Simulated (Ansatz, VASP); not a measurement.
## One calculation of Sb, two programs

Contents of INCAR:

```
PREC = Accurate ; ENCUT = 520
EDIFF = 1E-7 ; ISMEAR = -1
SIGMA = 0.05 ; LREAL = F
LASPH = T ; NELM = 80
ALGO = Normal ; ISIF = 2
LWAVE = F ; LCHARG = F
GGA = PE ; NBANDS = 8
```

File KPOINTS:

```
regular mesh
0
Gamma
  19 19 19
```

POSCAR

```
Sb
1.0
   -1.5248049028      1.5248049028      2.5126353215
    1.5248049028     -1.5248049028      2.5126353215
    1.5248049028      1.5248049028     -2.5126353215
Sb
1
Direct
    0.0000000000      0.0000000000      0.0000000000
```

Input for Ansatz:

```yaml
crystal:
  lattice:
    - [-1.5248049028, 1.5248049028, 2.5126353215]
    - [1.5248049028, -1.5248049028, 2.5126353215]
    - [1.5248049028, 1.5248049028, -2.5126353215]
  atoms:
    - { symbol: Sb, position: [0.0, 0.0, 0.0] }
kpoints:
  mp_grid: { grid: [19, 19, 19] }
  band_path:
    path:
      - [0.0, 0.0, 0.0]
      - [0.0, 0.0, 0.5]
      - [0.25, 0.25, 0.25]
      - [0.0, 0.5, 0.0]
      - [0.0, 0.0, 0.0]
      - [0.5, 0.5, -0.5]
      - [0.3420681988, 0.6579318012, -0.3420681988]
      - [-0.3420681988, 0.3420681988, 0.3420681988]
      - [0.0, 0.0, 0.0]
    npoints: 5
scf:
  occupations: { method: fermi_dirac, width: 0.05 }
hamiltonian:
  xc: pbe
  pseudopotentials: { kind: all_electron, lapw: { basis_error: 0.00025 } }
output:
  forces: true
  stress: true
  eigenvalues: true
```

Change from the starting cell: volume scaled by 1.04.

Alike in both runs: task single point; functional PBE; k mesh 19 × 19 × 19; occupations fermi-dirac, width 0.05 eV; no spin polarisation.

```csv
,VASP,Ansatz
version,VASP 6.6.1,Ansatz 0.2.0
potentials or method,"VASP PAW PBE potentials, release 64 (Sb)","all-electron LAPW, scalar-relativistic"
plane-wave cutoff (eV),520,see its input
```

```tsv
	VASP	Ansatz	Ansatz less VASP
pressure (GPa)	14.2	14.3	+0.08
largest component of the traceless stress (GPa)	1.03	0.96	-0.068
```

Ansatz ran all-electron here, so the differences hold the error of VASP's frozen core and of both bases.

Spin-orbit coupling is left out, which matters for the levels of Sb.
